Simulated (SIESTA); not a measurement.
The system is AlN.

```
CELL_PARAMETERS angstrom
0.00000 2.18399 2.18399
2.18399 0.00000 2.18399
2.18399 2.18399 0.00000
ATOMIC_POSITIONS crystal
Al 0.00000 0.00000 0.00000
N 0.25000 0.25000 0.25000
```

Measurements of this composition are mostly on another form, of space group No. 186.

Base run:

- Program: SIESTA 5.4.2
- Functional: BLYP
- Potentials or basis: PseudoDojo 0.4 standard (PBE files)
- Basis: DZP (energy shift 0.003 Ry)
- Grid cutoff: 800 Ry
- Energy shift: 0.003 Ry
- k mesh: 10 × 10 × 10
- Occupations: fermi-dirac, width 0.05 eV
- Spin: no spin polarisation

Its results: band gap on the k mesh 3.63 eV, indirect (least direct gap 4.69 eV); pressure 10.8 GPa.

Q: The run is repeated on the same cell with these changes: functional from BLYP to vdW-DF-cx. What comes out?

A: Band gap on the k mesh 3.21 eV, indirect (least direct gap 4.35 eV); pressure 4.6 GPa.

Caveats: the potentials were made for another functional, which shifts forces and pressure; the basis of atomic orbitals isn't converged, which shifts pressures, moduli and gaps.
